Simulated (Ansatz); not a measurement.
# Cadmium, diamond under PBE: structure, energy and stiffness, part 1 of 2

Aim: take cadmium in the diamond structure, relax it, solve it on a dense k-mesh, switch on spin-orbit coupling, then scale the cell to 7 volumes from 88 to 112 % of the relaxed one and try a fit of the equation of state. The k-meshes are 9×9×9 for the relaxation; 13×13×13 for the dense run; 8×8×8 for spin-orbit coupling; 13×13×13 for the volumes.

This is Cd in the diamond structure; at room conditions it is hcp.

Program: Ansatz 0.2.0. Level of theory: DFT PBE, plane waves (420 eV) with PAW, scalar-relativistic. These are calculated values, not measurements.

### Step 1. The system as given

It takes space group Fd-3m (No. 227, cubic). Conventional cell: a = 6.155 Å, b = 6.155 Å, c = 6.155 Å, α = 90.00°, β = 90.00°, γ = 90.00°. Cd (site symmetry -43m) is surrounded by 4 Cd at 2.66 Å.

Structure file:

```
Cd
1.0
     0.00000    3.07726    3.07726
     3.07726    0.00000    3.07726
     3.07726    3.07726    0.00000
Cd
2
Direct
  0.12500 0.12500 0.12500
  0.87500 0.87500 0.87500
```

### Step 2. Relaxing cell and atoms

Input file input.yaml:

```yaml
crystal:
  lattice:
    - [0.0, 3.0772608027, 3.0772608027]
    - [3.0772608027, 0.0, 3.0772608027]
    - [3.0772608027, 3.0772608027, 0.0]
  atoms:
    - { symbol: Cd, position: [0.125, 0.125, 0.125] }
    - { symbol: Cd, position: [0.875, 0.875, 0.875] }
hamiltonian:
  xc: pbe
  pseudopotentials:
    kind: paw
    azcp:
      Cd: "pseudopotentials/Cd.paw.azcp"
basis:
  ecutwfc: 420
  fft_grid_basis: typed
kpoints:
  mp_grid: { grid: [9, 9, 9], shift: [0, 0, 0] }
magnetization:
  spin_polarized: false
scf:
  occupations: { method: fermi_dirac, width: 0.1 }
relax:
  max_steps: 60
  f_tol: 0.01
  cell: {}
```

The log of the run:

```text
Engine: ansatz 0.2.0, x86_64-unknown-linux-gnu
Pseudopotentials: kind: paw
Pseudopotential: Cd, paw, valence charge 20, recommended cutoff 420 eV (normal), <dir>
Functional definition: PBE
  parameter kappa = 0.804
  parameter beta = 0.06672455060314922
  exchange = pbe_x(kappa = kappa, mu = beta*pi^2/3)
  correlation = pbe_c(beta = beta)
Crystal: 2 atoms, lattice volume = 58.280 Å³
Basis set: ecut = 420 eV, 1139 PW (Γ), exchange–correlation on 60×60×60 points (8 copies of the dense FFT grid, shifted against one another)
Bands: 24, of which v1, the nominal top of the filled ones, is band 20 counted from 1 (19 counted from 0)
Symmetry: 48 space group operations
Space group: Fd-3m (ITA 227), of the structure as read, at distance tolerance 3.9e-5 Å
k-points: 35 of 729
Non-local potential: Cd, projectors of the file, l = 0: 3, l = 1: 2, l = 2: 2, l = 3: 1
PAW form: soft (Blöchl's): semilocal exchange-correlation on the pseudo side does not see the compensation charge
PAW one-centre angular grid: Cd, 590 points (default); XC on 64 Gauss nodes
Initial density: superposition of atomic densities (neutral atoms: chi_scale 0, normalization atom), corrected by the library's trained network
Initial wavefunctions: pseudopotential atomic-orbital guess
Functional: x = pbe(κ = 0.804, μ = 0.2195149727645171), c = pbe(β = 0.06672455060314922)
SCF iter   1: F=—  HF=-16507.968108 eV  |F-HF|=—  |Δ(HF+E_count)|=         —  Δρ=6.29e-4  dr2=3.68e-4  ethr=1.77e-3  ⟨swp⟩=5.5  Hψ=3335  notcnv=0
preconditioner: auto → none  [metal: Δε(μ)=0.154 eV  Ē_g=12.254 eV  σ=0.100 eV  W_gap=0.36  n_scr=14 (ndim 8)  ℏωp=23.8 eV  f_vac=0.157  D(μ)=0.69/eV (n_scr^D=0)  sad-step TF]
SCF iter   2: F=—  HF=-16507.969041 eV  |F-HF|=—  |Δ(HF+E_count)|=   9.34e-4  Δρ=4.04e-4  dr2=1.95e-4  ethr=9.20e-7  ⟨swp⟩=3.1  Hψ=1913  notcnv=0
SCF iter   3: F=—  HF=-16507.969070 eV  |F-HF|=—  |Δ(HF+E_count)|=   2.85e-5  Δρ=3.36e-4  dr2=5.34e-5  ethr=4.86e-7  ⟨swp⟩=2.0  Hψ=1253  notcnv=0  defer=1
SCF iter   4: F=—  HF=-16507.969071 eV  |F-HF|=—  |Δ(HF+E_count)|=   8.54e-7  Δρ=9.75e-5  dr2=6.43e-6  ethr=1.34e-7  ⟨swp⟩=2.0  Hψ=1239  notcnv=0
SCF iter   5: F=—  HF=-16507.969071 eV  |F-HF|=—  |Δ(HF+E_count)|=   3.69e-7  Δρ=5.70e-5  dr2=1.20e-6  ethr=1.61e-8  ⟨swp⟩=2.7  Hψ=1266  notcnv=0
SCF iter   6: F=-16507.969072 eV  HF=-16507.969072 eV  |F-HF|=1.02e-8  |Δ(HF+E_count)|=   4.37e-7  Δρ=7.00e-6  dr2=1.87e-8  ethr=2.50e-10  ⟨swp⟩=2.7  Hψ=3048  notcnv=0
SCF 1 converged in 6 iterations: F = -16507.969072 eV  dr2 = 1.87e-8
relax step   1: F+E_penalty+E_count = -16507.96907159 eV  Δ(F+E_penalty+E_count) = +0.000e0 eV  max|allowed force component| = 2.313e-17 eV/Å  Δτ_max = 0.0000 Å  P = +7.749 GPa  Ω = 58.280 Å³  (6 SCF iters, dr2 threshold 1.00e-7 eV, accepted)
Crystal: 2 atoms, lattice volume = 67.226 Å³
Basis set: ecut = 420 eV, 1363 PW (Γ), exchange–correlation on 60×60×60 points (8 copies of the dense FFT grid, shifted against one another)
Initial density: handed on by an earlier stage of this run
Initial wavefunctions: those handed on with the density
iter 1 solved again at ethr=4.61e-5 eV; its pass at ethr=3.10e-3 eV (dr2=1.84e-2 eV) is discarded
SCF iter   1: F=—  HF=-16508.227276 eV  |F-HF|=—  |Δ(HF+E_count)|=         —  Δρ=4.58e-3  dr2=1.84e-2  ethr=4.61e-5  ⟨swp⟩=1.0  Hψ=4923  notcnv=0
preconditioner: auto → none  [metal: Δε(μ)=0.235 eV  Ē_g=11.761 eV  σ=0.100 eV  W_gap=0.48  n_scr=14 (ndim 8)  ℏωp=22.2 eV  f_vac=0.205  D(μ)=0.92/eV (n_scr^D=0)]
SCF iter   2: F=—  HF=-16508.221480 eV  |F-HF|=—  |Δ(HF+E_count)|=   5.80e-3  Δρ=2.11e-3  dr2=1.39e-3  ethr=4.60e-5  ⟨swp⟩=2.0  Hψ=1256  notcnv=0
SCF iter   3: F=—  HF=-16508.220957 eV  |F-HF|=—  |Δ(HF+E_count)|=   5.23e-4  Δρ=5.65e-4  dr2=1.71e-4  ethr=3.49e-6  ⟨swp⟩=2.2  Hψ=1582  notcnv=0
SCF iter   4: F=—  HF=-16508.220917 eV  |F-HF|=—  |Δ(HF+E_count)|=   4.00e-5  Δρ=9.30e-5  dr2=3.31e-6  ethr=4.27e-7  ⟨swp⟩=3.0  Hψ=1330  notcnv=0
SCF iter   5: F=-16508.220918 eV  HF=-16508.220918 eV  |F-HF|=1.55e-8  |Δ(HF+E_count)|=   8.90e-7  Δρ=6.92e-6  dr2=1.61e-8  ethr=5.00e-10  ⟨swp⟩=4.7  Hψ=3100  notcnv=0
SCF 2 converged in 5 iterations: F = -16508.220918 eV  dr2 = 1.61e-8
relax step   2: F+E_penalty+E_count = -16508.22091792 eV  Δ(F+E_penalty+E_count) = -2.518e-1 eV  max|allowed force component| = 1.110e-16 eV/Å  Δτ_max = 0.0000 Å  P = +2.113 GPa  Ω = 67.226 Å³  energy of the carried Pulay correction = -2.529e-3 eV  (5 SCF iters, dr2 threshold 2.00e-7 eV, accepted)
Crystal: 2 atoms, lattice volume = 71.323 Å³
Basis set: ecut = 420 eV, 1411 PW (Γ), exchange–correlation on 60×60×60 points (8 copies of the dense FFT grid, shifted against one another)
iter 1 solved again at ethr=4.80e-6 eV; its pass at ethr=3.10e-3 eV (dr2=1.92e-3 eV) is discarded
SCF iter   1: F=—  HF=-16508.255771 eV  |F-HF|=—  |Δ(HF+E_count)|=         —  Δρ=1.65e-3  dr2=2.74e-3  ethr=4.80e-6  ⟨swp⟩=2.1  Hψ=4745  notcnv=0
eigensolver tolerance schedule calibrated: the retry pair's looser diagonalisation under-reported the residual by θ = 0.30 (0.11/decade); ethr = c·dr2/N_el runs at the constant in force after the calibration composes with the one it found (an armed cap, an earlier calibration), c = 8.8e-2
preconditioner: auto → LDOS  [metal: Δε(μ)=0.085 eV  Ē_g=11.470 eV  σ=0.100 eV  W_gap=0.21  n_scr=14 (ndim 8)  ℏωp=21.5 eV  f_vac=0.225  D(μ)=1.14/eV (n_scr^D=8)  β→1.0]
SCF iter   2: F=—  HF=-16508.255647 eV  |F-HF|=—  |Δ(HF+E_count)|=   1.24e-4  Δρ=2.21e-3  dr2=2.38e-3  ethr=4.80e-6  ⟨swp⟩=2.0  Hψ=1539  notcnv=0
SCF iter   3: F=—  HF=-16508.254870 eV  |F-HF|=—  |Δ(HF+E_count)|=   7.77e-4  Δρ=2.37e-4  dr2=7.42e-5  ethr=4.80e-6  ⟨swp⟩=2.0  Hψ=1396  notcnv=0
SCF iter   4: F=—  HF=-16508.254857 eV  |F-HF|=—  |Δ(HF+E_count)|=   1.34e-5  Δρ=5.74e-5  dr2=4.67e-6  ethr=1.63e-7  ⟨swp⟩=2.0  Hψ=1257  notcnv=0
SCF iter   5: F=-16508.254858 eV  HF=-16508.254858 eV  |F-HF|=8.84e-8  |Δ(HF+E_count)|=   1.66e-6  Δρ=8.21e-6  dr2=6.13e-8  ethr=4.40e-10  ⟨swp⟩=3.0  Hψ=3485  notcnv=0
SCF 3 converged in 5 iterations: F = -16508.254858 eV  dr2 = 6.13e-8
relax step   3: F+E_penalty+E_count = -16508.25485829 eV  Δ(F+E_penalty+E_count) = -3.394e-2 eV  max|allowed force component| = 2.313e-16 eV/Å  Δτ_max = 0.0000 Å  P = +0.708 GPa  Ω = 71.323 Å³  energy of the carried Pulay correction = -3.571e-3 eV  (5 SCF iters, dr2 threshold 2.00e-7 eV, accepted)
Crystal: 2 atoms, lattice volume = 74.328 Å³
Basis set: ecut = 420 eV, 1459 PW (Γ), exchange–correlation on 60×60×60 points (8 copies of the dense FFT grid, shifted against one another)
iter 1 solved again at ethr=2.30e-6 eV; its pass at ethr=3.10e-3 eV (dr2=9.19e-4 eV) is discarded
SCF iter   1: F=—  HF=-16508.260326 eV  |F-HF|=—  |Δ(HF+E_count)|=         —  Δρ=1.07e-3  dr2=1.32e-3  ethr=2.30e-6  ⟨swp⟩=2.1  Hψ=4722  notcnv=0
preconditioner: auto → LDOS  [metal: Δε(μ)=0.026 eV  Ē_g=11.310 eV  σ=0.100 eV  W_gap=0.06  n_scr=14 (ndim 8)  ℏωp=21.1 eV  f_vac=0.240  D(μ)=1.28/eV (n_scr^D=8)  β→1.0]
SCF iter   2: F=—  HF=-16508.260229 eV  |F-HF|=—  |Δ(HF+E_count)|=   9.69e-5  Δρ=1.40e-3  dr2=1.01e-3  ethr=2.30e-6  ⟨swp⟩=2.1  Hψ=1539  notcnv=0
SCF iter   3: F=—  HF=-16508.259929 eV  |F-HF|=—  |Δ(HF+E_count)|=   3.00e-4  Δρ=2.53e-4  dr2=7.06e-5  ethr=2.30e-6  ⟨swp⟩=2.0  Hψ=1406  notcnv=0
SCF iter   4: F=—  HF=-16508.259902 eV  |F-HF|=—  |Δ(HF+E_count)|=   2.69e-5  Δρ=4.87e-5  dr2=4.55e-6  ethr=1.76e-7  ⟨swp⟩=2.0  Hψ=1249  notcnv=0
SCF iter   5: F=-16508.259903 eV  HF=-16508.259903 eV  |F-HF|=7.82e-8  |Δ(HF+E_count)|=   1.47e-6  Δρ=7.40e-6  dr2=6.86e-8  ethr=5.00e-10  ⟨swp⟩=3.0  Hψ=3437  notcnv=0
SCF 4 converged in 5 iterations: F = -16508.259903 eV  dr2 = 6.86e-8
relax step   4: F+E_penalty+E_count = -16508.25990343 eV  Δ(F+E_penalty+E_count) = -5.045e-3 eV  max|allowed force component| = 2.313e-16 eV/Å  Δτ_max = 0.0000 Å  P = -0.068 GPa  Ω = 74.328 Å³  energy of the carried Pulay correction = -4.295e-3 eV  (5 SCF iters, dr2 threshold 2.00e-7 eV, accepted)
Crystal: 2 atoms, lattice volume = 74.056 Å³
iter 1 solved again at ethr=1.52e-8 eV; its pass at ethr=3.10e-3 eV (dr2=6.07e-6 eV) is discarded
SCF iter   1: F=—  HF=-16508.260035 eV  |F-HF|=—  |Δ(HF+E_count)|=         —  Δρ=9.05e-5  dr2=9.11e-6  ethr=1.52e-8  ⟨swp⟩=3.1  Hψ=4411  notcnv=0
preconditioner: auto → LDOS  [metal: Δε(μ)=0.146 eV  Ē_g=11.300 eV  σ=0.100 eV  W_gap=0.31  n_scr=14 (ndim 8)  ℏωp=21.1 eV  f_vac=0.242  D(μ)=1.26/eV (n_scr^D=8)  β→1.0]
SCF iter   2: F=—  HF=-16508.260030 eV  |F-HF|=—  |Δ(HF+E_count)|=   4.68e-6  Δρ=1.15e-4  dr2=6.71e-6  ethr=1.52e-8  ⟨swp⟩=2.0  Hψ=1538  notcnv=0
SCF iter   3: F=—  HF=-16508.260028 eV  |F-HF|=—  |Δ(HF+E_count)|=   1.99e-6  Δρ=2.18e-5  dr2=4.57e-7  ethr=1.52e-8  ⟨swp⟩=2.0  Hψ=1425  notcnv=0
SCF iter   4: F=—  HF=-16508.260028 eV  |F-HF|=—  |Δ(HF+E_count)|=   8.92e-8  Δρ=3.97e-6  dr2=2.60e-8  ethr=1.14e-9  ⟨swp⟩=2.1  Hψ=1242  notcnv=0
SCF iter   5: F=-16508.260028 eV  HF=-16508.260028 eV  |F-HF|=4.47e-10  |Δ(HF+E_count)|=   5.95e-9  Δρ=6.33e-7  dr2=5.51e-10  ethr=2.86e-11  ⟨swp⟩=4.0  Hψ=2715  notcnv=0
SCF 5 converged in 5 iterations: F = -16508.260028 eV  dr2 = 5.51e-10
relax step   5: F+E_penalty+E_count = -16508.26002795 eV  Δ(F+E_penalty+E_count) = -1.245e-4 eV  max|allowed force component| = 2.267e-16 eV/Å  Δτ_max = 0.0000 Å  P = -0.003 GPa  Ω = 74.056 Å³  energy of the carried Pulay correction = -4.231e-3 eV  (5 SCF iters, dr2 threshold 1.15e-8 eV, accepted)
Basis set: ecut = 420 eV, 1459 PW (Γ), exchange–correlation on 64×64×64 points (8 copies of the dense FFT grid, shifted against one another)
Initial wavefunctions: pseudopotential atomic-orbital guess (no wavefunctions were taken with the density)
iter 1 solved again at ethr=3.14e-8 eV; its pass at ethr=3.10e-3 eV (dr2=1.26e-5 eV) is discarded
SCF iter   1: F=—  HF=-16508.264622 eV  |F-HF|=—  |Δ(HF+E_count)|=         —  Δρ=2.72e-4  dr2=6.33e-6  ethr=3.14e-8  ⟨swp⟩=3.0  Hψ=5617  notcnv=0
preconditioner: auto → LDOS  [metal: Δε(μ)=0.146 eV  Ē_g=11.302 eV  σ=0.100 eV  W_gap=0.31  n_scr=14 (ndim 8)  ℏωp=21.1 eV  f_vac=0.246  D(μ)=1.26/eV (n_scr^D=8)  β→1.0]
SCF iter   2: F=—  HF=-16508.264657 eV  |F-HF|=—  |Δ(HF+E_count)|=   3.51e-5  Δρ=6.70e-5  dr2=2.59e-6  ethr=1.58e-8  ⟨swp⟩=2.0  Hψ=1259  notcnv=0
SCF iter   3: F=—  HF=-16508.264656 eV  |F-HF|=—  |Δ(HF+E_count)|=   1.58e-6  Δρ=5.02e-5  dr2=1.26e-6  ethr=6.48e-9  ⟨swp⟩=2.0  Hψ=1538  notcnv=0
SCF iter   4: F=—  HF=-16508.264655 eV  |F-HF|=—  |Δ(HF+E_count)|=   3.93e-7  Δρ=2.02e-5  dr2=2.16e-7  ethr=3.16e-9  ⟨swp⟩=2.5  Hψ=1290  notcnv=0
SCF iter   5: F=—  HF=-16508.264655 eV  |F-HF|=—  |Δ(HF+E_count)|=   7.38e-8  Δρ=4.41e-6  dr2=1.01e-8  ethr=5.39e-10  ⟨swp⟩=2.0  Hψ=1190  notcnv=0
SCF iter   6: F=—  HF=-16508.264655 eV  |F-HF|=—  |Δ(HF+E_count)|=   3.68e-9  Δρ=5.08e-7  dr2=1.33e-10  ethr=2.53e-11  ⟨swp⟩=2.2  Hψ=1332  notcnv=0
SCF iter   7: F=-16508.264655 eV  HF=-16508.264655 eV  |F-HF|=1.09e-11  |Δ(HF+E_count)|=  6.55e-11  Δρ=3.89e-8  dr2=9.81e-13  ethr=1.00e-12  ⟨swp⟩=5.0  Hψ=3511  notcnv=0
SCF 6 converged in 7 iterations: F = -16508.264655 eV  dr2 = 9.81e-13
relax step   6: F+E_penalty+E_count = -16508.26465528 eV  Δ(F+E_penalty+E_count) = -4.627e-3 eV  max|allowed force component| = 1.434e-16 eV/Å  Δτ_max = 0.0000 Å  P = +0.114 GPa  Ω = 74.056 Å³  stress off target by 1.14e-1 GPa  SCF on the basis re-selected at this cell (its energy is not comparable with the rows above)  (7 SCF iters)
basis re-selected at this cell: Δ(F+E_penalty+E_count) = -4.627e-3 eV, ΔP = +0.117 GPa vs the last step (what re-selecting the basis moved, of the pressure what is left beyond the Pulay correction that the steps carried, after the strain that the cell walked since its last selection, with what the two solves' SCF thresholds leave and, on support functions, any second-order correction that the steps lacked; it is no measure of the basis error at this ecutwfc). The dense FFT grid was sized anew with the basis: this SCF ran on 32×32×32 points, the steps before it on 30×30×30, so part of this shift can come from that change (see relax.cell in the input reference). This SCF's stress stands 1.14e-1 GPa from its target on what of the cell is left free (relax.cell.stress_tol is 5.00e-2 GPa) and its largest allowed force component is 1.43e-16 eV/Å (relax.f_tol is 1.00e-2 eV/Å): not within both, so this SCF does not close the relaxation
Crystal: 2 atoms, lattice volume = 74.534 Å³
iter 1 solved again at ethr=4.43e-8 eV; its pass at ethr=3.10e-3 eV (dr2=1.77e-5 eV) is discarded
SCF iter   1: F=—  HF=-16508.264759 eV  |F-HF|=—  |Δ(HF+E_count)|=         —  Δρ=1.78e-4  dr2=3.32e-5  ethr=4.43e-8  ⟨swp⟩=2.6  Hψ=4153  notcnv=0
preconditioner: auto → LDOS  [metal: Δε(μ)=0.029 eV  Ē_g=11.275 eV  σ=0.100 eV  W_gap=0.07  n_scr=14 (ndim 8)  ℏωp=21.1 eV  f_vac=0.251  D(μ)=1.28/eV (n_scr^D=8)  β→1.0]
SCF iter   2: F=—  HF=-16508.264755 eV  |F-HF|=—  |Δ(HF+E_count)|=   4.33e-6  Δρ=2.41e-4  dr2=2.92e-5  ethr=4.43e-8  ⟨swp⟩=2.0  Hψ=1540  notcnv=0
SCF iter   3: F=—  HF=-16508.264745 eV  |F-HF|=—  |Δ(HF+E_count)|=   9.34e-6  Δρ=2.43e-5  dr2=9.16e-7  ethr=4.43e-8  ⟨swp⟩=2.0  Hψ=1467  notcnv=0
SCF iter   4: F=—  HF=-16508.264745 eV  |F-HF|=—  |Δ(HF+E_count)|=   1.27e-7  Δρ=6.74e-6  dr2=6.72e-8  ethr=2.29e-9  ⟨swp⟩=2.1  Hψ=1198  notcnv=0
SCF iter   5: F=-16508.264745 eV  HF=-16508.264745 eV  |F-HF|=2.11e-9  |Δ(HF+E_count)|=   3.07e-8  Δρ=1.21e-6  dr2=1.08e-9  ethr=8.09e-11  ⟨swp⟩=4.0  Hψ=2582  notcnv=0
SCF 7 converged in 5 iterations: F = -16508.264745 eV  dr2 = 1.08e-9
relax step   7: F+E_penalty+E_count = -16508.26474534 eV  Δ(F+E_penalty+E_count) = -9.006e-5 eV  max|allowed force component| = 2.174e-16 eV/Å  Δτ_max = 0.0000 Å  P = +0.022 GPa  Ω = 74.534 Å³  energy of the carried Pulay correction = -1.122e-4 eV  (5 SCF iters, dr2 threshold 3.24e-8 eV, accepted)
iter 1 solved again at ethr=1.24e-8 eV; its pass at ethr=3.10e-3 eV (dr2=4.97e-6 eV) is discarded
SCF iter   1: F=—  HF=-16508.264868 eV  |F-HF|=—  |Δ(HF+E_count)|=         —  Δρ=1.39e-5  dr2=2.52e-8  ethr=1.24e-8  ⟨swp⟩=3.4  Hψ=5645  notcnv=0
preconditioner: auto → LDOS  [metal: Δε(μ)=0.028 eV  Ē_g=11.270 eV  σ=0.100 eV  W_gap=0.07  n_scr=14 (ndim 8)  ℏωp=21.1 eV  f_vac=0.251  D(μ)=1.28/eV (n_scr^D=8)  β→1.0]
SCF iter   2: F=—  HF=-16508.264858 eV  |F-HF|=—  |Δ(HF+E_count)|=   1.08e-5  Δρ=6.94e-6  dr2=2.21e-8  ethr=6.31e-11  ⟨swp⟩=2.0  Hψ=1538  notcnv=0
SCF iter   3: F=—  HF=-16508.264858 eV  |F-HF|=—  |Δ(HF+E_count)|=   7.20e-9  Δρ=2.93e-6  dr2=4.35e-9  ethr=5.52e-11  ⟨swp⟩=2.0  Hψ=1537  notcnv=0
SCF iter   4: F=—  HF=-16508.264858 eV  |F-HF|=—  |Δ(HF+E_count)|=   1.24e-9  Δρ=7.38e-7  dr2=2.89e-10  ethr=1.09e-11  ⟨swp⟩=2.0  Hψ=1190  notcnv=0
SCF iter   5: F=-16508.264858 eV  HF=-16508.264858 eV  |F-HF|=3.64e-12  |Δ(HF+E_count)|=  2.18e-11  Δρ=9.84e-8  dr2=7.00e-12  ethr=1.00e-12  ⟨swp⟩=3.8  Hψ=3675  notcnv=0
SCF 8 converged in 5 iterations: F = -16508.264858 eV  dr2 = 7.00e-12
relax step   8: F+E_penalty+E_count = -16508.26485752 eV  Δ(F+E_penalty+E_count) = -1.122e-4 eV  max|allowed force component| = 1.850e-16 eV/Å  Δτ_max = 0.0000 Å  P = +0.022 GPa  Ω = 74.534 Å³  stress off target by 2.18e-2 GPa  SCF on the basis re-selected at this cell (its energy is not comparable with the rows above)  (5 SCF iters)
basis re-selected at this cell: Δ(F+E_penalty+E_count) = -1.122e-4 eV, ΔP = -0.001 GPa vs the last step (what re-selecting the basis moved, of the pressure what is left beyond the Pulay correction that the steps carried, after the strain that the cell walked since its last selection, with what the two solves' SCF thresholds leave and, on support functions, any second-order correction that the steps lacked; it is no measure of the basis error at this ecutwfc). This SCF's stress stands 2.18e-2 GPa from its target on what of the cell is left free (relax.cell.stress_tol is 5.00e-2 GPa) and its largest allowed force component is 1.85e-16 eV/Å (relax.f_tol is 1.00e-2 eV/Å): within both
SCF converged after 5 iterations
Free energy (F): -16508.264858 eV
Harris-Foulkes:  -16508.264858 eV  (|F-HF|=3.64e-12)
Internal energy: -16508.224750 eV  (E = F + TS)
E sigma→0 (E₀):  -16508.244804 eV
Entropy (-TS):   -0.040107 eV (-20.054 meV/atom)
Fermi energy:    6.899501 eV
--- Per-component energies (eV) ---
  E_band       = -1088.486396
  E_kinetic    = 1009.433039
  E_local      = -8197.395082  (includes V_loc(G=0)·N_el)
  E_nonlocal   = 63.452225
  E_hartree    = 3777.946903
  E_xc         = -352.590146
  E_vxc        = -441.907139  (∫ρ·V_xc dr)
  E_paw        = -8164.585009  (= ΣΔE_a)
  E_vpaw       = -1077.963347  (= ΣTr[D̂ρ^β])
  E_aug_tail   = 0.000027  (compensation charges beyond the density's cutoff)
  E_ewald      = -4644.486707
  E_smearing   = -0.040107  (= −TS)
  E_closure    = 0.000000  (closes the sum)
  Σ components = -16508.264858   (vs F -16508.264858, Δ=0.00e0)
--- Forces (eV/Å), atoms counted from 1 ---
  atom   1  Cd     0.00000000     0.00000000     0.00000000
  atom   2  Cd    -0.00000000    -0.00000000    -0.00000000
  max |Σ_I F_I| component: 3.70e-17 eV/Å
--- Stress (GPa, compression-positive) ---
        0.021811      -0.000000       0.000000
        0.000000       0.021811       0.000000
        0.000000      -0.000000       0.021811
  P = ⅓ Tr σ = 0.0218 GPa (0.218 kbar)
--- Relaxed structure (6 steps of the walk, 6 accepted, 2 SCFs on fresh bases) ---
  F+E_penalty+E_count = -16508.26485752 eV   max|allowed force component| = 1.850e-16 eV/Å   (the final SCF, on the basis selected at the relaxed cell)
  cell:  # Å, volume = 74.5340 Å³
    - [2.7387588296088308e-33, 3.340217638330777, 3.340217638330777]
    - [3.340217638330777, 5.477561316088245e-34, 3.340217638330777]
    - [3.340217638330777, 3.340217638330777, -3.566760423026914e-34]
  atoms:
    - { symbol: Cd, position: [0.12500000000000003, 0.12500000000000003, 0.12500000000000003] }
    - { symbol: Cd, position: [0.8750000000000001, 0.8750000000000001, 0.8750000000000001] }
```

Run time: 26 s. Hardware: 1 thread of an x86-64 CPU, shared host; peak memory 0.55 GiB.

Step by step:

```
step  energy change (meV/atom)  largest force (eV/Å)  pressure (GPa)  volume (Å³/atom)
   1                      0.00                0.0000            7.75            29.140
   2                   -125.92                0.0000            2.11            33.613
   3                   -142.89                0.0000            0.71            35.661
   4                   -145.42                0.0000           -0.07            37.164
   5                   -145.48                0.0000            0.00            37.028
   6                   -147.79                0.0000            0.11            37.028
   7                   -147.84                0.0000            0.02            37.267
   8                   -147.89                0.0000            0.02            37.267
```

Steps that repeat a cell are solved on a basis chosen anew, so their changes of energy are no gain of the relaxation.

The cell of the run, before and after:

|  | before | after | change |
| --- | --- | --- | --- |
| a (Å) | 4.352 | 4.724 | +8.5 % |
| b (Å) | 4.352 | 4.724 | +8.5 % |
| c (Å) | 4.352 | 4.724 | +8.5 % |
| volume (Å³/atom) | 29.140 | 37.267 | +27.9 % |
| shortest distance (Å) | 2.665 | 2.893 | +8.5 % |
| space group (spins left aside) | Fd-3m | Fd-3m | same |

### Step 3. The energy on a finer k-mesh

Input file input.yaml:

```yaml
crystal:
  lattice:
    - [0.0, 3.3402176383, 3.3402176383]
    - [3.3402176383, 0.0, 3.3402176383]
    - [3.3402176383, 3.3402176383, 0.0]
  atoms:
    - { symbol: Cd, position: [0.125, 0.125, 0.125] }
    - { symbol: Cd, position: [0.875, 0.875, 0.875] }
hamiltonian:
  xc: pbe
  pseudopotentials:
    kind: paw
    azcp:
      Cd: "pseudopotentials/Cd.paw.azcp"
basis:
  ecutwfc: 420
  fft_grid_basis: typed
kpoints:
  mp_grid: { grid: [13, 13, 13], shift: [0, 0, 0] }
magnetization:
  spin_polarized: false
scf:
  occupations: { method: fermi_dirac, width: 0.1 }
```

The log of the run (excerpt; [...] marks lines left out):

```text
[...]
Pseudopotentials: kind: paw
Pseudopotential: Cd, paw, valence charge 20, recommended cutoff 420 eV (normal), <dir>
Functional definition: PBE
[...]
Crystal: 2 atoms, lattice volume = 74.534 Å³
Basis set: ecut = 420 eV, 1459 PW (Γ)
Bands: 24, of which v1, the nominal top of the filled ones, is band 20 counted from 1 (19 counted from 0)
Symmetry: 48 space group operations
Space group: Fd-3m (ITA 227), of the structure as read, at distance tolerance 4.2e-5 Å
k-points: 84 of 2197
[...]
SCF iter   1: F=—  HF=-16508.264299 eV  |F-HF|=—  |Δ(HF+E_count)|=         —  Δρ=7.01e-4  dr2=5.38e-4  ethr=1.77e-3  ⟨swp⟩=5.3  Hψ=8026  notcnv=0
[...]
SCF iter   6: F=-16508.265295 eV  HF=-16508.265295 eV  |F-HF|=4.99e-9  |Δ(HF+E_count)|=   2.92e-7  Δρ=1.63e-6  dr2=1.35e-9  ethr=1.49e-10  ⟨swp⟩=1.0  Hψ=5412  notcnv=0
[...]
SCF converged after 6 iterations
Free energy (F): -16508.265295 eV
[...]
E sigma→0 (E₀):  -16508.246460 eV
Entropy (-TS):   -0.037670 eV (-18.835 meV/atom)
Fermi energy:    6.907121 eV
[...]
```

Run time: 7.1 s. Hardware: 1 thread of an x86-64 CPU, shared host; peak memory 0.55 GiB.

(Continued in part 2 of 2.)
